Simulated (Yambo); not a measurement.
# SiC (Moissanite 3C) (F-43m) in Yambo: notebook, part 2 of 3

Yambo 5.3.0.

### Step 3. Optical spectrum, PBE

Contents of optics1.in:

```
optics
chi
Chimod= "HARTREE"
% BndsRnXd
 1 | 29 |
%
NGsBlkXd= 3 Ry
% LongDrXd
 1 | 0 | 0 |
%
% QpntsRXd
 1 | 1 |
%
% EnRngeXd
 0 | 20 | eV
%
% DmRngeXd
 0.1 | 0.1 | eV
%
ETStpsXd= 200
```

Contents of scf.in:

```
&CONTROL
  calculation = 'scf'
  prefix = 'pwscf'
  outdir = './tmp'
  pseudo_dir = './pseudo'
/
&SYSTEM
  ibrav = 0
  nat = 2
  ntyp = 2
  ecutwfc = 82
  nbnd = 9
  occupations = 'smearing'
  smearing = 'fd'
  degauss = 0.00367493
  force_symmorphic = .true.
/
&ELECTRONS
  conv_thr = 4d-10
  electron_maxstep = 120
  mixing_beta = 0.5
/
ATOMIC_SPECIES
Si    28.0850 Si.upf
C     12.0110 C.upf
CELL_PARAMETERS angstrom
   0.0000000000    2.1790000000    2.1790000000
   2.1790000000    0.0000000000    2.1790000000
   2.1790000000    2.1790000000    0.0000000000
ATOMIC_POSITIONS crystal
Si     0.0000000000    0.0000000000    0.0000000000
C      0.7500000000    0.7500000000    0.7500000000
K_POINTS automatic
10 10 10 0 0 0
```

Contents of nscf.in:

```
&CONTROL
  calculation = 'nscf'
  prefix = 'pwscf'
  outdir = './tmp'
  pseudo_dir = './pseudo'
/
&SYSTEM
  ibrav = 0
  nat = 2
  ntyp = 2
  ecutwfc = 82
  nbnd = 124
  occupations = 'fixed'
  force_symmorphic = .true.
/
&ELECTRONS
  conv_thr = 1d-08
  diago_full_acc = .true.
  diago_thr_init = 1d-06
/
ATOMIC_SPECIES
Si    28.0850 Si.upf
C     12.0110 C.upf
CELL_PARAMETERS angstrom
   0.0000000000    2.1790000000    2.1790000000
   2.1790000000    0.0000000000    2.1790000000
   2.1790000000    2.1790000000    0.0000000000
ATOMIC_POSITIONS crystal
Si     0.0000000000    0.0000000000    0.0000000000
C      0.7500000000    0.7500000000    0.7500000000
K_POINTS automatic
6 6 6 0 0 0
```

Potentials or basis: PseudoDojo 0.4.1 SR PBE standard.

On the command line:

```sh
OMP_NUM_THREADS=1 pw.x -in scf.in > scf.out
OMP_NUM_THREADS=1 pw.x -in nscf.in > nscf.out
cd tmp/pwscf.save; p2y; mv SAVE ../..; cd ../..
OMP_NUM_THREADS=1 yambo
OMP_NUM_THREADS=1 yambo -F optics1.in -J optics1 -C optics1_out
```

Yambo's report:

```text
[... sections 02.01 to 02.04 as in the set-up run ...]

  [02.05] Energies & Occupations
  ==============================

  [X] === General ===
  [X] Electronic Temperature                        :  0.000000  0.000000 [eV K]
  [X] Bosonic    Temperature                        :  0.000000  0.000000 [eV K]
  [X] Finite Temperature mode                       : no
  [X] El. density                                   :  0.38662E+24 [cm-3]
  [X] Fermi Level                                   :  9.494465 [eV]

  [X] === Gaps and Widths ===
  [X] Conduction Band Min                           :  1.362759 [eV]
  [X] Valence Band Max                              :  0.000000 [eV]
  [X] Filled Bands                                  :   4
  [X] Empty Bands                                   :    5  124
  [X] Direct Gap                                    :  4.553490 [eV]
  [X] Direct Gap localized at k                     :  13
  [X] Indirect Gap                                  :  1.362759 [eV]
  [X] Indirect Gap between kpts                     :   1  13
  [X] Last valence band width                       :  4.385309 [eV]
  [X] 1st conduction band width                     :  5.669900 [eV]

 [03] Transferred momenta grid and indexing
 ==========================================

 IBZ Q-points                                      :  16
 BZ  Q-points                                      :  216

 K/Q-points units:
 rlu = crystal or reduced units; cc = cartesian coordinates; iku = interal k-units

 Q [ 1]         [rlu]:  0.000000  0.000000  0.000000
 Q [ 2]         [rlu]:  0.16734E-16  0.16734E-16  0.16667
 Q [ 3]         [rlu]:  0.33468E-16  0.33468E-16  0.33333
 Q [ 4]         [rlu]:  0.17304E-16  0.17304E-16 -0.50000
 Q [ 5]         [rlu]:  0.19763E-16  0.16667      0.16667
 Q [ 6]         [rlu]:  0.28560E-17  0.16667      0.33333
 Q [ 7]         [rlu]: -0.47957E-17  0.16667      0.50000
 Q [ 8]         [rlu]: -0.19076E-16  0.16667     -0.33333
 Q [ 9]         [rlu]: -0.57120E-17  0.16667     -0.16667
 Q [10]         [rlu]:  0.31459E-17  0.33333      0.33333
 Q [11]         [rlu]:  0.39235E-16  0.33333      0.50000
 Q [12]         [rlu]:  0.78583E-16  0.33333     -0.33333
 Q [13]         [rlu]: -0.47188E-17 -0.50000     -0.50000
 Q [14]         [rlu]:  0.166667  0.333333  0.500000
 Q [15]         [rlu]:  0.166667  0.333333 -0.333333
 Q [16]         [rlu]:  0.166667 -0.500000 -0.333333

 [WARNING] [Xd] User bands 1-29 break level degeneracy

 [04] Dipoles
 ============

  [04.01] Setup: observables and procedures
  =========================================

  [WF-Oscillators/G space/Transverse up loader] Normalization (few states)  min/max  :  0.46315E-16   1.0000

  [WR./optics1//ndb.dipoles]------------------------------------------------------
   Brillouin Zone Q/K grids (IBZ/BZ)                :   16  216   16  216
   RL vectors                                       :  2397 [WF]
   Fragmentation                                    : yes
   Electronic Temperature                           :  0.000000 [K]
   Bosonic    Temperature                           :  0.000000 [K]
   DIP band range                                   :   1  29
   DIP band range limits                            :   4   5
   DIP e/h energy range                             : -1.000000 -1.000000 [eV]
   RL vectors in the sum                            :  2397
   [r,Vnl] included                                 : yes
   Bands ordered                                    : yes
   Direct v evaluation                              : no
   Approach used                                    : G-space v
   Dipoles computed                                 : R V P [G-space]
   Wavefunctions                                    : Perdew, Burke & Ernzerhof(X)+Perdew, Burke & Ernzerhof(C)

  [WARNING] [r,Vnl^pseudo] included in position and velocity dipoles.

  [WARNING] In case H contains other non local terms, these are neglected

 [05] Optics
 ===========

 [X-CG] R(p) Tot o/o(of R):   1242  21600    100
```

Wall time 43 s (1 thread of Arm Neoverse V2, shared host); peak memory 0.29 GiB.

Results:

| Item | Value |
| --- | --- |
| Band gap on the k mesh, mean-field level | 1.36 eV, indirect (least direct gap 4.55 eV) |
| Electronic dielectric constant along the field | 7.23 |
| Electronic dielectric constant along the field, independent particles | 7.73 |

Dielectric function (along the field direction of the input):
```csv
energy (eV),real part,imaginary part
0.30,7.24,0.08
0.90,7.33,0.09
1.61,7.58,0.10
2.31,8.01,0.13
3.02,8.75,0.17
3.62,9.82,0.27
4.32,12.87,1.10
5.03,16.02,2.27
5.73,7.16,6.41
6.33,19.52,8.52
7.04,-11.20,9.31
7.74,0.82,5.96
8.44,0.24,13.16
9.05,-4.02,7.77
9.75,-3.55,4.40
10.45,2.64,3.49
11.16,-6.20,5.48
11.76,-4.44,5.64
12.46,-3.77,2.01
13.17,-2.15,1.08
13.87,-2.30,1.37
14.47,-1.12,1.52
15.18,-1.36,1.51
15.88,-1.34,0.66
16.58,-0.71,1.20
17.19,-0.74,0.72
17.89,-0.71,0.83
18.59,-0.57,0.57
19.30,-0.59,0.36
20.00,-0.25,0.28
```

Caveat: spectra need much finer meshes, so this one isn't converged; these spectra lack excitons.

### Step 4. Optical spectrum by the Bethe-Salpeter equation, PBE

Contents of bse2.in:

```
optics
bse
bss
rim_cut
em1s
RandQpts= 1000000
RandGvec= 50 RL
Chimod= "HARTREE"
% BndsRnXs
 1 | 29 |
%
NGsBlkXs= 5 Ry
% LongDrXs
 1 | 0 | 0 |
%
BSKmod= "SEX"
BSEmod= "retarded"
BSSmod= "d"
% BSEQptR
 1 | 1 |
%
% BSEBands
 3 | 6 |
%
BSENGexx= 20 Ry
BSENGBlk= 5 Ry
% BEnRange
 0 | 20 | eV
%
% BDmRange
 0.1 | 0.1 | eV
%
BEnSteps= 200
% BLongDir
 1 | 0 | 0 |
%
BSEprop= "abs"
WRbsWF
% KfnQP_E
 1.07 | 1.0 | 1.0 |
%
```

scf.in is that of step 3.

nscf.in is that of step 3.

Potentials or basis: PseudoDojo 0.4.1 SR PBE standard.

On the command line:

```sh
OMP_NUM_THREADS=1 pw.x -in scf.in > scf.out
OMP_NUM_THREADS=1 pw.x -in nscf.in > nscf.out
cd tmp/pwscf.save; p2y; mv SAVE ../..; cd ../..
OMP_NUM_THREADS=1 yambo
mkdir -p bse2; ln -s $PWD/g0w00/ndb.RIM bse2/
OMP_NUM_THREADS=1 yambo -F bse2.in -J bse2 -C bse2_out
OMP_NUM_THREADS=1 ypp -J bse2 -C bse2_out -e s -b 1
```

Yambo's report:

```text
[... sections 02.01 to 02.04 as in the set-up run ...]

  [02.05] Energies & Occupations
  ==============================

  [X] === General ===
  [X] Electronic Temperature                        :  0.000000  0.000000 [eV K]
  [X] Bosonic    Temperature                        :  0.000000  0.000000 [eV K]
  [X] Finite Temperature mode                       : no
  [X] El. density                                   :  0.38662E+24 [cm-3]
  [X] Fermi Level                                   :  9.494465 [eV]

  [X] === Gaps and Widths ===
  [X] Conduction Band Min                           :  1.362759 [eV]
  [X] Valence Band Max                              :  0.000000 [eV]
  [X] Filled Bands                                  :   4
  [X] Empty Bands                                   :    5  124
  [X] Direct Gap                                    :  4.553490 [eV]
  [X] Direct Gap localized at k                     :  13
  [X] Indirect Gap                                  :  1.362759 [eV]
  [X] Indirect Gap between kpts                     :   1  13
  [X] Last valence band width                       :  4.385309 [eV]
  [X] 1st conduction band width                     :  5.669900 [eV]

 [03] Transferred momenta grid and indexing
 ==========================================

 [BZ sampling] Q-grid is User defined and/or read from the database

 IBZ Q-points                                      :  16
 BZ  Q-points                                      :  216

 K/Q-points units:
 rlu = crystal or reduced units; cc = cartesian coordinates; iku = interal k-units

 Q [ 1]         [rlu]:  0.000000  0.000000  0.000000
 Q [ 2]         [rlu]:  0.16734E-16  0.16734E-16  0.16667
 Q [ 3]         [rlu]:  0.33468E-16  0.33468E-16  0.33333
 Q [ 4]         [rlu]:  0.17304E-16  0.17304E-16 -0.50000
 Q [ 5]         [rlu]:  0.19763E-16  0.16667      0.16667
 Q [ 6]         [rlu]:  0.28560E-17  0.16667      0.33333
 Q [ 7]         [rlu]: -0.47957E-17  0.16667      0.50000
 Q [ 8]         [rlu]: -0.19076E-16  0.16667     -0.33333
 Q [ 9]         [rlu]: -0.57120E-17  0.16667     -0.16667
 Q [10]         [rlu]:  0.31459E-17  0.33333      0.33333
 Q [11]         [rlu]:  0.39235E-16  0.33333      0.50000
 Q [12]         [rlu]:  0.78583E-16  0.33333     -0.33333
 Q [13]         [rlu]: -0.47188E-17 -0.50000     -0.50000
 Q [14]         [rlu]:  0.166667  0.333333  0.500000
 Q [15]         [rlu]:  0.166667  0.333333 -0.333333
 Q [16]         [rlu]:  0.166667 -0.500000 -0.333333

  [03.01] X + BSE indexes
  =======================

   [03.01.01] Sigma indexes
   ========================

   [WR./SAVE//ndb.kindx]-----------------------------------------------------------
    Fragmentation                                    : no
    Polarization last K ( bz)                        :  216
    Polarization last K (ibz)                        :  16
    QP states                                        :   1  16
    X grid is uniform                                : yes
    Grids (string)                                   :  X B S
    Grids (int-vector)                               :  1  1  0  1

 [04] Coloumb potential Random Integration (RIM)
 ===============================================

 Summary of Coulomb integrals for non-metallic bands |Q|[au] RIM/Bare

 Q [1] 0.100000E-4 0.997530 * Q [2] 0.220244 1.068480
 Q [5] 0.254315 1.066792 * Q [9] 0.359656 1.029814
 Q [6] 0.421734 1.022655 * Q [3] 0.440487 1.020326
 Q [10] 0.508631 1.016896 * Q [8] 0.554267 1.014579
 Q [14] 0.568666 1.014068 * Q [7] 0.622943 1.012146
 Q [11] 0.660731 1.011334 * Q [4] 0.660731 1.011454
 Q [12] 0.719312 1.010226 * Q [15] 0.752275 1.009797
 Q [13] 0.762946 1.009889 * Q [16] 0.804216 1.009311

 [WARNING] [Xs] User bands 1-29 break level degeneracy

 [WARNING] [BS] User bands 3-6 break level degeneracy
[... 149 lines left out ...]

  [08.01] Bethe Salpeter Equation @q1
  ===================================

   [08.01.01] Transition pre-analysis @q1
   ======================================

   [08.01.02] Transition Groups build-up @q1
   =========================================

   [BSK] Transition groups (total):  16
   [BSK] Size (resonant):   864
   [BSK]         (total):   864
   [BSK] N. of matrices :  1

   [08.01.03] Loading Dipoles @q1
   ==============================

   [08.01.04] Independent Particles properties @q1
   ===============================================

   [08.01.05] BSE Kernel @q1 (Resonant CORRRELATION EXCHANGE)
   ==========================================================

   [BSE] Exchange components :  229
   [BSE] Correlation components :   51  229

    [08.01.05.01] Screened interaction header I/O
    =============================================

    [08.01.05.02] Main kernel loop
    ==============================

    [WR./bse2//ndb.BS_Q1_CPU_0]-----------------------------------------------------
     Brillouin Zone Q/K grids (IBZ/BZ)                :   16  216   16  216
     RL vectors                                       :  2397 [WF]
     Coulomb cutoff potential                         : none
     Parallel CPUs
     Parallel Roles
     Fragmentation                                    : no
     BS kernel          wavefunctions                 : Perdew, Burke & Ernzerhof(X)+Perdew, Burke & Ernzerhof(C)
     Static diel. fun.  energies                      : Perdew, Burke & Ernzerhof(X)+Perdew, Burke & Ernzerhof(C)
     wavefunctions                                    : Perdew, Burke & Ernzerhof(X)+Perdew, Burke & Ernzerhof(C)
     [K] Identifier                                   :   9595
     [K] Dimension                                    :   864
     [K] Bands                                        :   3   6
     [K] Exchange                                     : yes [res]
     [K] Correlation                                  : yes [res]
     [K] Kernel`s coupling                            : no
     [K] Exchange                                     : no [cpl]
     [K] Correlation                                  : no [cpl]
     [K] W interaction is bare                        : no
     [K] ALDA kernel in R-space                       : no
     [K] RL vectors                                   :  229 [exchange]
     [K] RL vectors                                   :   51 [correlation]
     [K] E/h energy range                             : -1.000000 -1.000000 [eV]
     [K] Coupling range                               :  100.0000  100.0000 [o/o]
     [W] Interaction is diagonal                      : no
     [W] Matrix size                                  :   51
     [W] Bands                                        :   1  29
     [W] e/h energy range                             : -1.000000 -1.000000 [eV]
     [W] Poles                                        :  100.0000 [o/o]
     [W] RL vectors in the sum                        :  2397
     [W] [r,Vnl] included                             : yes
     [W] Field direction                              :  0.100000E-4   0.00000      0.00000
     [W] Coulomb Cutoff                               : none
     [W] Hxc Kernel                                   : HARTREE
     [RIM] RL components                              :   51 [col]
     [RIM] Random points                              :  1000000 [col]
     [SOC] Perturbative SOC                           : no
     [K] Kernel long-range exchange                   : BAR

    [08.01.05.03] Wave-Function Phases
    ==================================

    [BSE] WF phases found       :  64.16016 [o/o]

   [08.01.06] BSE solver(s) @q1
   ============================

   [08.01.07] Diago Solver @q1
   ===========================

   [WR./bse2//ndb.BS_diago_Q1]-----------------------------------------------------
    BS kernel          energies                      : Perdew, Burke & Ernzerhof(X)+Perdew, Burke & Ernzerhof(C)+ user defined corrections @E
    [K] Identifier                                   :   9595
    [K] Dimension                                    :   864
    [K] Bands                                        :   3   6
    [K] Exchange                                     : yes [res]
    [K] Correlation                                  : yes [res]
    [K] Kernel`s coupling                            : no
    [K] Exchange                                     : no [cpl]
    [K] Correlation                                  : no [cpl]
    [K] W interaction is bare                        : no
    [K] ALDA kernel in R-space                       : no
    [K] RL vectors                                   :  229 [exchange]
    [K] RL vectors                                   :   51 [correlation]
    [K] E/h energy range                             : -1.000000 -1.000000 [eV]
    [K] Coupling range                               :  100.0000  100.0000 [o/o]
    [W] Interaction is diagonal                      : no
    [W] Matrix size                                  :   51
    [W] Bands                                        :   1  29
    [W] e/h energy range                             : -1.000000 -1.000000 [eV]
    [W] Poles                                        :  100.0000 [o/o]
    [W] RL vectors in the sum                        :  2397
    [W] [r,Vnl] included                             : yes
    [W] Field direction                              :  0.100000E-4   0.00000      0.00000
    [W] Coulomb Cutoff                               : none
    [W] Hxc Kernel                                   : HARTREE
    [RIM] RL components                              :   51 [col]
    [RIM] Random points                              :  1000000 [col]
    [SOC] Perturbative SOC                           : no
    [K] Kernel long-range exchange                   : BAR
    [BSS] Eigenstates included                       : yes
    [BSS] Field direction                            :  0.100000E-4   0.00000      0.00000
    [BSS] Eigenstates computed                       :   864
    [BSS] Number of BSE matrices                     :  1
```

Wall time 74 s (1 thread of Arm Neoverse V2, shared host); peak memory 0.29 GiB.

What came out:

* Band gap on the k mesh, mean-field level: 1.36 eV, indirect (least direct gap 4.55 eV)
* Exciton binding energy: 0.32 eV
* Lowest exciton energy: 5.31 eV
* Lowest bright exciton energy: 5.31 eV

Dielectric function (along the field direction of the input):
```tsv
energy (eV)	real part	imaginary part
0.30	6.38	0.01
0.80	6.45	0.02
1.31	6.58	0.03
1.81	6.78	0.05
2.31	7.08	0.07
2.81	7.51	0.10
3.32	8.12	0.15
3.82	9.02	0.22
4.32	10.47	0.38
4.82	13.32	0.92
5.33	13.49	11.85
5.83	25.36	9.11
6.33	-4.71	17.08
6.83	5.78	21.05
7.34	-17.10	19.92
7.84	-8.93	4.11
8.34	-5.08	5.44
8.84	-4.40	4.35
9.35	-4.91	2.94
9.85	-5.66	3.62
10.35	-4.86	2.19
10.85	-2.38	1.56
11.36	-3.56	3.62
11.86	-3.79	1.30
12.36	-2.58	0.87
12.86	-2.38	0.26
13.37	-1.69	0.17
13.87	-1.34	0.07
14.37	-1.06	0.05
14.87	-0.84	0.04
15.38	-0.64	0.04
15.88	-0.54	0.03
16.38	-0.40	0.02
16.88	-0.29	0.02
17.39	-0.19	0.02
17.89	-0.10	0.02
18.39	-0.03	0.01
18.89	0.04	0.01
19.40	0.10	0.01
20.00	0.16	0.01
```

Lowest exciton energies (eV): 5.31, 5.31, 5.31, 5.31, 5.31, 5.31, 5.98, 5.98

Excitons:
```csv
energy (eV),strength (relative to the strongest)
5.306,1.5e-08
5.306,8.2e-06
5.306,7.7e-08
5.314,0.00026
5.314,0.47
5.314,5.1e-06
5.982,6.4e-05
5.982,1.4e-06
5.983,2.2e-06
5.993,0.0011
5.993,1
5.994,0.064
```

Caveat: the scissor is the correction of the direct gap in an earlier G0W0 run on the same states; exciton energies and binding change strongly with the k mesh and aren't converged on this one; spectra need much finer meshes, so this one isn't converged.

(Continued in part 3 of 3.)
